# When the forces agree and the pressures do not: distorted germanium in ten programs

The force on an atom is the rate at which the energy falls when that atom moves. The pressure is the rate at which the energy falls when the whole cell grows, so a positive value means that the crystal pushes outward. Both were computed with PBE for one fixed cell of germanium whose two atoms had been shifted from their ideal sites, nearly along a bond. The energy change is the cost of that shift.

DFT calculations with PBE for a two-atom Ge cell with displaced atoms, without spin polarisation or spin-orbit coupling, on an 8×8×8 k mesh with Fermi-Dirac smearing of 0.05 eV. Pressure is positive in compression, for Ansatz without its Pulay correction; energy changes are relative to the undisplaced cell. Basis values in eV are plane-wave cutoffs; Kmax is in 1/bohr.

```tsv
program	potentials	basis	pressure (GPa)	largest force (eV/Å)	energy change per atom (meV)
FLEUR	all electron	4.71 Kmax	n/a	0.709	n/a
ABINIT	JTH PAW PBE v2.0	599 eV	3.310	0.711	9.880
Quantum ESPRESSO	SSSP 1.3 efficiency PBE	748 eV	3.700	0.709	9.890
Ansatz	Ansatz PAW	420 eV	3.760	0.709	9.890
Ansatz LAPW	all electron LAPW, scalar relativistic	0.001 eV/atom basis error	3.780	0.709	n/a
JDFTx	PseudoDojo SR PBE 0.5 standard	1061 eV	3.870	0.712	9.950
SIRIUS	dojo sr pbe 0.4.1 standard	1078 eV	3.890	0.712	n/a
ABACUS	PseudoDojo NC SR 0.4.1 PBE standard	1075 eV	3.900	0.712	9.940
GPAW	GPAW PAW data sets (gpaw data 1.2.1)	600 eV	4.060	0.735	10.290
SIESTA	PseudoDojo 0.4 standard NC	DZP	7.560	0.770	10.210
```

Three magnitudes are worth remembering. Shifting the two atoms against each other by about 0.06 Å costs 10 meV per atom and calls up a restoring force of 0.7 eV/Å. Eight of the ten programs agree on this force to better than half a percent, which is closer than the accuracy promised for it, so their order has no meaning. The seven of them that give a pressure differ in it by up to 0.6 GPa, and SIESTA gives about twice the pressure of the others.

## One spring links force and energy

For a small shift, the two atoms behave like masses on a spring. If K is the stiffness and d the relative displacement, the force is F = Kd and the energy of the cell is ½Kd². Shared between two atoms, this makes the energy change per atom E = Fd/4. Every program was given the same geometry, so 4E/F should return the same length each time, however stiff its spring.

The Ansatz row shows how this works: 4 × 0.00989 eV / 0.709 eV/Å = 0.056 Å. The geometry offers an independent check, since the shortest bond is 0.057 Å shorter than in the ideal crystal. The small gap has the sign expected of a bond that stiffens as it is squeezed. The same stiffness corresponds to an optical vibration near 310 cm⁻¹, close to the roughly 300 cm⁻¹ that I recall for real germanium. The comparison is only a rough one, since the stiffness is taken from a single finite shift, at which the squeezed bond has already stiffened a little. PBE also leaves no band gap here, while real germanium is a semiconductor.

## Pressure asks a different question

In the diamond structure of germanium, a small shift of one atom against the other produces shear stress in proportion to the force, but no pressure in first order. The shift adds only about 0.1 GPa here, by a rough estimate. Most of the 3.8 GPa found by the all-electron program Ansatz LAPW arises because the cell is smaller than PBE prefers. With a bulk modulus of roughly 60 GPa, the preferred lattice constant is about 2% larger.

Force therefore tests the stiffness at fixed volume, while pressure tests the slope of energy against volume. An error that hardly changes when atoms move can still change when the cell shrinks. The three irregular rows depart from the others in three different ways.

## GPAW: a stiffer spring

GPAW lies 3.4% above the mean of five comparable plane-wave rows in force and 3.8% above it in energy change. The force difference alone, about 0.02 eV/Å, could be numerical error. The energy change supports it, however: 4E/F gives the same 0.056 Å as before. Force and energy describe one consistent spring that is a few percent stiffer.

The main suspect is the 3d shell. GPAW treats 8 electrons per cell explicitly and the other programs with potentials treat 28, which includes the 3d electrons. A shell that is free to respond can lower the energy of the distorted crystal more than that of the ideal one, which softens the spring; a frozen shell cannot. This remains untested, because the data set may differ in other ways too; a run with 3d among the valence electrons would put it to the test. GPAW's pressure, 0.28 GPa above that of Ansatz LAPW, may share this cause.

## ABINIT: right force, low pressure

ABINIT agrees with the majority in force and energy change, yet its pressure is 0.47 GPa below that of Ansatz LAPW. Plane waves could produce exactly this pattern. They fill the cell evenly and do not follow the atoms, so an incomplete set hardly disturbs the forces. They do follow the cell: when it shrinks, the same waves become shorter and resolve finer detail. The energy then falls for a purely numerical reason, compression looks too cheap and the pressure comes out too low. This error is called Pulay stress. In the Ansatz row, whose pressure is listed without a correction for it, it amounts to only 0.03 GPa.

The size required in ABINIT can be estimated, though no run here tests it. Over the 22.6 Å³ of one atom, 0.47 GPa amounts to 0.7 meV for each percent of volume. One percent less volume raises the effective cutoff by two thirds of a percent, so the energy would have to fall by 1 meV per atom for each percent of cutoff. A fault of the data set could give the same offset. If a higher cutoff lifts the pressure towards 3.8 GPa, Pulay stress was the cause.

## SIESTA: a basis that may resist compression

SIESTA builds its electron waves from a small set of orbitals attached to the atoms. ABACUS uses nominally the same kind of potential with plane waves and finds 3.9 GPa where SIESTA finds 7.6 GPa. SIESTA's total energy is also 0.46 eV per atom higher, a sign that its basis lacks freedom. The radial shapes of its orbitals are fixed, so they may adapt poorly when neighbours are pushed closer together.

The basis error need not grow fast to explain the pressure. The excess over ABACUS corresponds to 5 meV per atom for each percent of volume lost, or about 1% of the error itself. That the error does grow in this way is an inference from two programs at one volume. A larger orbital basis would test it.

SIESTA also breaks the spring relation. Its energy change implies a force of 0.73 eV/Å, while the computed force is 0.77 eV/Å. The difference is of the size by which these forces may be off, so it should not be read as extra stiffness. The analysis printed below takes the common displacement from the five plane-wave rows that have an energy change and treat 3d explicitly, Ansatz among them; GPAW and SIESTA serve as tests.

## What to do about it

Do not take a good force as proof of a good pressure. For vibrations, compare the force with the energy change. In a two-atom cell like this one, if 4E/F matches the known displacement, force and energy belong to the same curve, though that curve may still be too stiff, as in GPAW.

For lattice constants, test the pressure separately. At this bulk modulus, an error of 1 GPa shifts the lattice constant by roughly half a percent. With plane waves, raise the cutoff until the pressure settles; with atomic orbitals, enlarge the basis. In either case, keep the potential in view: the three plane-wave programs with PseudoDojo potentials agree within 0.03 GPa, and all three lie about 0.1 GPa above the all-electron value.

The analysis program printed:

```
Offsets from the mean of five plane-wave rows with 3d in the valence, and from Ansatz LAPW:
               row  force offset %  energy offset %  4E/F in angstrom  pressure offset GPa
             FLEUR         -0.2252              n/a               n/a                  n/a
            ABINIT         0.05629          -0.3027           0.05558                -0.47
  Quantum ESPRESSO         -0.2252          -0.2018            0.0558                -0.08
            Ansatz         -0.2252          -0.2018            0.0558                -0.02
       Ansatz LAPW         -0.2252              n/a               n/a                    0
             JDFTx           0.197           0.4036            0.0559                 0.09
            SIRIUS           0.197              n/a               n/a                 0.11
            ABACUS           0.197           0.3027           0.05584                 0.12
              GPAW           3.434            3.835             0.056                 0.28
            SIESTA           8.359            3.027           0.05304                 3.78
Spread of the eight close forces, eV/angstrom: 0.003
Bond length of the undistorted crystal, angstrom: 2.45
Shortening of the shortest bond, angstrom: 0.0571
Mean displacement from energy and force in the five rows, angstrom: 0.05578
Energy change expected in GPAW from its force, meV per atom: 10.25
Energy change expected in SIESTA from its force, meV per atom: 10.74
Force expected in SIESTA from its energy change, eV/angstrom: 0.7321
Rough wavenumber of the optical vibration, 1/cm: 308.9
Shear stress yz over force x, GPa per eV/angstrom: 2.88
Shear stress xz over force y, GPa per eV/angstrom: 2.843
Shear stress xy over force z, GPa per eV/angstrom: 2.856
Rough pressure from the displacement itself, GPa: 0.1075
Rough excess of the PBE lattice constant over this cell, percent: 2.1
Spread of pressure in the three PseudoDojo plane-wave rows, GPa: 0.03
Energy fall per percent of cutoff if ABINIT's offset is Pulay stress, meV per atom: 0.9962
Pulay correction in Ansatz, GPa: 0.02579
SIESTA total energy above ABACUS, eV per atom: 0.4642
Growth of that error per percent of volume lost that gives the extra pressure, meV per atom: 5.172
The same growth as a share of the error, percent: 1.114
```
